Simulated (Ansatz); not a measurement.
**Ru: energy and pressure over a range of volumes**

How stiff is Ru, and at what volume does the pressure vanish? The cell is scaled evenly, atoms carried along, and solved with LAPW, PAW and all-electron datasets made for the crystal.

Program: Ansatz 0.2.0. Level of theory: DFT PBE, scalar-relativistic. These are calculated values, not measurements.

## Step 1: Starting point

It takes space group P6_3/mmc (No. 194, hexagonal). Conventional cell: a = 2.706 Å, b = 2.706 Å, c = 4.282 Å, α = 90.00°, β = 90.00°, γ = 120.00°. Ru (site symmetry -6m2) has 12 Ru at 2.65 to 2.71 Å as nearest neighbours.

Coordinates:

```cif
data_structure
_symmetry_space_group_name_H-M 'P 1'
_symmetry_Int_Tables_number 1
_cell_length_a 2.7058
_cell_length_b 2.7058
_cell_length_c 4.2819
_cell_angle_alpha 90.000
_cell_angle_beta 90.000
_cell_angle_gamma 120.000
_cell_volume 27.15
loop_
_atom_site_label
_atom_site_type_symbol
_atom_site_fract_x
_atom_site_fract_y
_atom_site_fract_z
_atom_site_occupancy
Ru1 Ru 0.33333 0.66667 0.25000 1
Ru2 Ru 0.66667 0.33333 0.75000 1
```

The structure is an experimental refinement, used without relaxation.

Atoms are numbered in the order of the input: Ru1, Ru2.

## Step 2: Volume × 0.9405, LAPW

input.yaml

```yaml
crystal:
  lattice:
    - [2.6510333155, 0.0, 0.0]
    - [-1.3255166578, 2.2958621976, 0.0]
    - [0.0, 0.0, 4.1952333309]
  atoms:
    - { symbol: Ru, position: [0.3333333333, 0.6666666667, 0.25] }
    - { symbol: Ru, position: [0.6666666667, 0.3333333333, 0.75] }
kpoints:
  mp_grid: { grid: [14, 14, 8] }
scf:
  occupations: { method: fermi_dirac, width: 0.03 }
hamiltonian:
  xc: pbe
  pseudopotentials: { kind: all_electron, lapw: { basis_error: 0.0005 } }
output:
  forces: true
  stress: true
  eigenvalues: true
```

## Step 3: Volume × 0.9405, PAW

input.yaml: that of step 2 with these lines changed.

```diff
@@ -14,3 +14,3 @@
   xc: pbe
-  pseudopotentials: { kind: all_electron, lapw: { basis_error: 0.0005 } }
+  pseudopotentials: { kind: paw }
 output:
@@ -19 +19,2 @@
   eigenvalues: true
+  efg: { contact_densities: true }
```

## Step 4: Volume × 0.9405, crystal datasets

input.yaml: that of step 3 with these lines changed.

```diff
@@ -14,3 +14,3 @@
   xc: pbe
-  pseudopotentials: { kind: paw }
+  pseudopotentials: { kind: all_electron, datasets: crystal }
 output:
```

## Step 5: Volume × 0.97, LAPW

input.yaml

```yaml
crystal:
  lattice:
    - [2.678466159, 0.0, 0.0]
    - [-1.3392330795, 2.3196197369, 0.0]
    - [0.0, 0.0, 4.2386455276]
  atoms:
    - { symbol: Ru, position: [0.3333333333, 0.6666666667, 0.25] }
    - { symbol: Ru, position: [0.6666666667, 0.3333333333, 0.75] }
kpoints:
  mp_grid: { grid: [14, 14, 8] }
scf:
  occupations: { method: fermi_dirac, width: 0.03 }
hamiltonian:
  xc: pbe
  pseudopotentials: { kind: all_electron, lapw: { basis_error: 0.0005 } }
output:
  forces: true
  stress: true
  eigenvalues: true
```

## Step 6: Volume × 0.97, PAW

input.yaml: that of step 5 with these lines changed.

```diff
@@ -14,3 +14,3 @@
   xc: pbe
-  pseudopotentials: { kind: all_electron, lapw: { basis_error: 0.0005 } }
+  pseudopotentials: { kind: paw }
 output:
@@ -19 +19,2 @@
   eigenvalues: true
+  efg: { contact_densities: true }
```

## Step 7: Volume × 1.03, LAPW

input.yaml

```yaml
crystal:
  lattice:
    - [2.732591169, 0.0, 0.0]
    - [-1.3662955845, 2.3664933706, 0.0]
    - [0.0, 0.0, 4.3242978068]
  atoms:
    - { symbol: Ru, position: [0.3333333333, 0.6666666667, 0.25] }
    - { symbol: Ru, position: [0.6666666667, 0.3333333333, 0.75] }
kpoints:
  mp_grid: { grid: [14, 14, 8] }
scf:
  occupations: { method: fermi_dirac, width: 0.03 }
hamiltonian:
  xc: pbe
  pseudopotentials: { kind: all_electron, lapw: { basis_error: 0.0005 } }
output:
  forces: true
  stress: true
  eigenvalues: true
```

## Step 8: Volume × 1.03, PAW

input.yaml: that of step 7 with these lines changed.

```diff
@@ -14,3 +14,3 @@
   xc: pbe
-  pseudopotentials: { kind: all_electron, lapw: { basis_error: 0.0005 } }
+  pseudopotentials: { kind: paw }
 output:
@@ -19 +19,2 @@
   eigenvalues: true
+  efg: { contact_densities: true }
```

## Step 9: Volume × 1.06, LAPW

input.yaml

```yaml
crystal:
  lattice:
    - [2.758867696, 0.0, 0.0]
    - [-1.379433848, 2.3892495105, 0.0]
    - [0.0, 0.0, 4.3658801443]
  atoms:
    - { symbol: Ru, position: [0.3333333333, 0.6666666667, 0.25] }
    - { symbol: Ru, position: [0.6666666667, 0.3333333333, 0.75] }
kpoints:
  mp_grid: { grid: [14, 14, 8] }
scf:
  occupations: { method: fermi_dirac, width: 0.03 }
hamiltonian:
  xc: pbe
  pseudopotentials: { kind: all_electron, lapw: { basis_error: 0.0005 } }
output:
  forces: true
  stress: true
  eigenvalues: true
```

## Step 10: Volume × 1.06, PAW

input.yaml: that of step 9 with these lines changed.

```diff
@@ -14,3 +14,3 @@
   xc: pbe
-  pseudopotentials: { kind: all_electron, lapw: { basis_error: 0.0005 } }
+  pseudopotentials: { kind: paw }
 output:
@@ -19 +19,2 @@
   eigenvalues: true
+  efg: { contact_densities: true }
```

## Step 11: Volume × 1.06, crystal datasets

input.yaml: that of step 10 with these lines changed.

```diff
@@ -14,3 +14,3 @@
   xc: pbe
-  pseudopotentials: { kind: paw }
+  pseudopotentials: { kind: all_electron, datasets: crystal }
 output:
```

(Steps that only read results are left out.)

Before running it: what results should come out? Wanted: equilibrium volume; bulk modulus (for each run or level that gives them).

The runs gave:

```
                      quantity           value
     equilibrium volume (LAPW)  13.765 Å³/atom
           bulk modulus (LAPW)         312 GPa
its pressure derivative (LAPW)             4.8
      equilibrium volume (PAW)  13.768 Å³/atom
            bulk modulus (PAW)         312 GPa
 its pressure derivative (PAW)             4.8
```

What this shows: A third-order Birch-Murnaghan fit to the LAPW pressures puts zero pressure at 13.76 Å³/atom, +1.4 % from the given cell, with a bulk modulus of 312 GPa. Shape and positions are held, so a fully relaxed modulus can be lower. PAW's volume lies +0.02 % and its modulus less than 0.1 % from LAPW's. No thermal or zero-point expansion is included.
